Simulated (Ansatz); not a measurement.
InP:

```
In P
1.0
     0.00000    2.93050    2.93050
     2.93050    0.00000    2.93050
     2.93050    2.93050    0.00000
In P
1 1
Direct
  0.00000 0.00000 0.00000
  0.75000 0.75000 0.75000
```

Base run:

| Item | Value |
| --- | --- |
| Program | Ansatz 0.2.0 |
| Functional | PBEsol |
| Potentials or basis | Ansatz PAW |
| Cutoff | 420 eV |
| Density cutoff | 1680 eV |
| k mesh | 8 × 8 × 8 |
| Occupations | fermi-dirac, width 0.05 eV |
| Spin | no spin polarisation |

Its results: band gap on the k mesh 0.62 eV, direct; pressure 0.6 GPa.

**Question.** The run is repeated on the same cell with these changes: functional from PBEsol to RPBE. What comes out?

**Answer.** Band gap on the k mesh 0.85 eV, direct; pressure 5.2 GPa.

RPBE binds less tightly than PBEsol, so the same cell stands under more pressure.

Caveats: spin-orbit coupling is left out, which moves the levels of the heavy elements; the PAW data sets come from PBE, with cores solved anew for the run's functional, which leaves a small shift of forces and pressure; the potentials were made for another functional, which shifts forces and pressure (some runs).

Not every run made on this cell is shown here.
